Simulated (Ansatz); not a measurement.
ZnF$_{2}$: projected DOS by orbital

```
CELL_PARAMETERS angstrom
4.70380 0.00000 0.00000
0.00000 4.70380 0.00000
0.00000 0.00000 3.13360
ATOMIC_POSITIONS crystal
Zn 0.00000 0.00000 0.00000
Zn 0.50000 0.50000 0.50000
F 0.30350 0.30350 0.00000
F 0.19650 0.80350 0.50000
F 0.69650 0.69650 0.00000
F 0.80350 0.19650 0.50000
```

Atom numbers follow the list: Zn1, Zn2, F3, F4, F5, F6.

The geometry is COD entry 2103615, unchecked; take it as a test cell.

These are results of DFT, PBE, all-electron LAPW, scalar-relativistic (Ansatz 0.2.0), not measurements.

The runs use a Γ-centred 4×4×6 k mesh, Fermi–Dirac smearing of 0.01 eV, basis error target 0.5 meV/atom, no spin polarisation.

States per eV for one atom of each kind, in 0.4 eV bins named by their centres, from the valence-band top, projected on a minimal set of Löwdin-orthogonalised atomic shells; orbitals are real harmonics on the Cartesian axes, equal curves share a column, and empty bins are left out, as is all above 12.5 eV, near the top of the computed bands.

Zn1 3d:

```
# E all dz2 dxz=dyz dx2-y2 dxy
-6.1 0.01 0.00 0.00 0.00 0.01
-5.7 0.22 0.12 0.00 0.00 0.08
-5.3 0.69 0.40 0.06 0.00 0.17
-4.9 1.24 0.18 0.29 0.01 0.46
-4.5 2.07 0.13 0.78 0.09 0.29
-4.1 1.37 0.12 0.25 0.35 0.40
-3.7 2.43 0.23 0.41 0.83 0.54
-3.3 4.02 0.25 0.63 2.06 0.45
-2.9 4.57 1.83 0.73 0.57 0.70
-2.5 1.79 0.96 0.29 0.03 0.23
-2.1 1.41 0.08 0.40 0.22 0.31
-1.7 1.02 0.06 0.16 0.47 0.17
-1.3 1.44 0.16 0.31 0.35 0.32
-0.9 0.72 0.13 0.17 0.02 0.23
-0.5 1.30 0.16 0.40 0.00 0.34
-0.1 0.60 0.16 0.09 0.00 0.26
```

F3 2p:

```
# E all pz px=py
-6.1 0.02 0.00 0.01
-5.7 0.32 0.01 0.15
-5.3 0.96 0.17 0.40
-4.9 0.91 0.41 0.25
-4.5 1.09 0.66 0.22
-4.1 0.85 0.35 0.25
-3.7 1.26 0.51 0.37
-3.3 0.79 0.34 0.22
-2.9 0.75 0.32 0.22
-2.5 0.71 0.45 0.13
-2.1 1.04 0.27 0.38
-1.7 1.42 0.15 0.64
-1.3 2.30 0.25 1.03
-0.9 0.56 0.24 0.16
-0.5 0.97 0.52 0.23
-0.1 0.44 0.12 0.16
5.1 0.01 0.00 0.00
5.5 0.01 0.00 0.00
5.9 0.02 0.01 0.01
6.3 0.02 0.01 0.01
6.7 0.03 0.01 0.01
7.1 0.05 0.01 0.02
7.5 0.05 0.02 0.02
7.9 0.06 0.03 0.02
8.3 0.07 0.04 0.02
8.7 0.06 0.03 0.01
9.1 0.02 0.01 0.01
```

Zn1 4s:

```
# E all
-6.1 0.01
-5.7 0.10
-5.3 0.25
-4.9 0.10
-4.5 0.05
-4.1 0.06
-3.7 0.05
-3.3 0.02
-2.9 0.05
-2.5 0.02
-2.1 0.03
-1.7 0.02
-1.3 0.02
-0.9 0.01
-0.5 0.01
3.9 0.01
4.3 0.03
4.7 0.07
5.1 0.10
5.5 0.12
5.9 0.16
6.3 0.21
6.7 0.28
7.1 0.40
7.5 0.44
7.9 0.50
8.3 0.64
8.7 0.50
9.1 0.19
9.5 0.02
```
